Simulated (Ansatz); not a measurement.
# TiAl3: the cost of one run

Method: DFT PBEsol, scalar-relativistic, plane waves, PAW, in Ansatz 0.2.0.

6 further runs of the same task are left out: 6 set aside as unsound or not needed.

## (1) The starting structure

The structure is cubic, space group Pm-3m (No. 221). The conventional cell has a = 3.948 Å, b = 3.948 Å, c = 3.948 Å, α = 90.00°, β = 90.00°, γ = 90.00°. Ti (site symmetry m-3m) is surrounded by 12 Al at 2.79 Å. Al (site symmetry 4/mmm) has 4 Ti at 2.79 Å and 8 Al at 2.79 Å as nearest neighbours.

Structure file:

```xyz
4
Lattice="3.9480 0.0000 0.0000 0.0000 3.9480 0.0000 0.0000 0.0000 3.9480" Properties=species:S:1:pos:R:3 pbc="T T T"
Ti    0.0000    0.0000    0.0000
Al    1.9740    1.9740    0.0000
Al    1.9740    0.0000    1.9740
Al    0.0000    1.9740    1.9740
```

It goes back to an entry of the Materials Project, which need not be the stable form.

This cell was relaxed beforehand with the same method: volume 15.38 Å³/atom, gap on the mesh none (metal).

## (2) What is varied

The energy is mapped over two normal modes frozen in (zone-centre modes of the cell shown, which folds in the wave vector (0, 1/2, 1/2) of the primitive cell).

- amplitude of mode 4 (173 cm⁻¹), largest displacement: 11 values from −0.134 to 0.134 Å
- amplitude of mode 18 (301 cm⁻¹), largest displacement: 11 values from −0.183 to 0.183 Å

Nothing else is relaxed (the cell and all other modes fixed). Energies count from the relaxed high-symmetry cell. Points are written as (first, second).

The modes come from a phonon run on the reference cell, made beforehand.

Displacement patterns for an amplitude of 1 (Å):

| atom | x1 | y1 | z1 | x2 | y2 | z2 |
| --- | --- | --- | --- | --- | --- | --- |
| Ti1 | 0.000 | 1.000 | 0.000 | 0.000 | 0.000 | 0.000 |
| Ti2 | 0.000 | -1.000 | 0.000 | 0.000 | 0.000 | 0.000 |
| Al3 | 0.000 | 0.000 | 0.000 | 0.000 | 0.000 | 1.000 |
| Al4 | 0.000 | 0.000 | 0.000 | 0.000 | 0.000 | -1.000 |
| Al5 | 0.000 | 0.000 | 0.000 | 0.000 | 1.000 | 0.000 |
| Al6 | 0.000 | 0.000 | 0.000 | 0.000 | -1.000 | 0.000 |
| Al7 | 0.000 | 0.000 | 0.677 | 0.000 | 0.000 | 0.000 |
| Al8 | 0.000 | 0.000 | -0.677 | 0.000 | 0.000 | 0.000 |

## (3) The run at (−0.027 Å, −0.146 Å)

Contents of input.yaml:

```yaml
crystal:
  lattice:
    - [-3.9479576782, 0.0, 0.0]
    - [0.0, 3.9479576782, 3.9479576782]
    - [0.0, 3.9479576782, -3.9479576782]
  atoms:
    - { symbol: Ti, position: [0.0, -0.00339416, -0.00339416] }
    - { symbol: Ti, position: [0.0, 0.50339416, 0.50339416] }
    - { symbol: Al, position: [0.5, 0.7314587678, 0.7685412322] }
    - { symbol: Al, position: [0.5, 0.2685412322, 0.2314587678] }
    - { symbol: Al, position: [0.5, 0.7314587678, 0.2314587678] }
    - { symbol: Al, position: [0.5, 0.2685412322, 0.7685412322] }
    - { symbol: Al, position: [1.0, 0.4977004941, 0.0022995059] }
    - { symbol: Al, position: [1.0, 0.0022995059, 0.4977004941] }
basis:
  ecutwfc: 520.0
kpoints:
  mp_grid: { grid: [10, 8, 8] }
hamiltonian:
  xc: pbesol
  pseudopotentials: { kind: paw, azcp: { folder: soft_1 } }
scf:
  occupations: { method: gaussian, width: 0.15 }
output:
  forces: true
  stress: true
  eigenvalues: true
```

Launch:

```bash
> ansatz run input.yaml --threads 4 --pin off --max-ram 8192MiB --backend cpu --events-out ev --progress --plain --runs-dir out
```

**Question.** How long does this run take on 4 threads of Arm Neoverse V1, shared host, and how much memory does it need?

About 16 s, with a peak of 0.75 GiB.
